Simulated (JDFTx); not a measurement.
The system is PbS (Galena).

```
Pb S
1.0
     0.00000    2.96575    2.96575
     2.96575    0.00000    2.96575
     2.96575    2.96575    0.00000
Pb S
1 1
Direct
  0.00000 0.00000 0.00000
  0.50000 0.50000 0.50000
```

- Program: JDFTx 1.7.0 (patched build)
- Task: relaxation of cell and atoms
- Functional: LDA
- Potentials or basis: PseudoDojo-SR-LDA-0.4.1-standard with smoothed tails
- Cutoff: 762 eV
- Density cutoff: 6095 eV
- k mesh: 8 × 8 × 8
- Occupations: fermi-dirac, width 0.05 eV
- Spin: no spin polarisation

At the start: pressure -2.6 GPa; volume 26.09 Å³/atom.

Task: Where does the relaxation end?

Result: Over 5 steps the energy falls by 9.5 meV/atom and the volume is 24.95 Å³/atom (-4.4 %); space group Fm-3m (No. 225, to 0.05 Å).

Step by step:
| step | energy change (eV) | largest force (eV/Å) | pressure (GPa) | volume (Å³) |
| --- | --- | --- | --- | --- |
| 1 | 0.0000 | 0.0000 | -2.59 | 52.17 |
| 2 | -0.0044 | 0.0000 | -2.29 | 51.88 |
| 3 | -0.0190 | 0.0000 | 0.07 | 49.85 |
| 4 | -0.0190 | 0.0000 | 0.00 | 49.90 |
| 5 | -0.0190 | 0.0000 | 0.00 | 49.90 |

Final structure:
```yaml
crystal:
  lattice:
    - [0.00000, 2.92211, 2.92211]
    - [2.92211, 0.00000, 2.92211]
    - [2.92211, 2.92211, 0.00000]
  atoms:
    - { symbol: Pb, position: [0.00000, 0.00000, 0.00000] }
    - { symbol: S, position: [0.50000, 0.50000, 0.50000] }
```
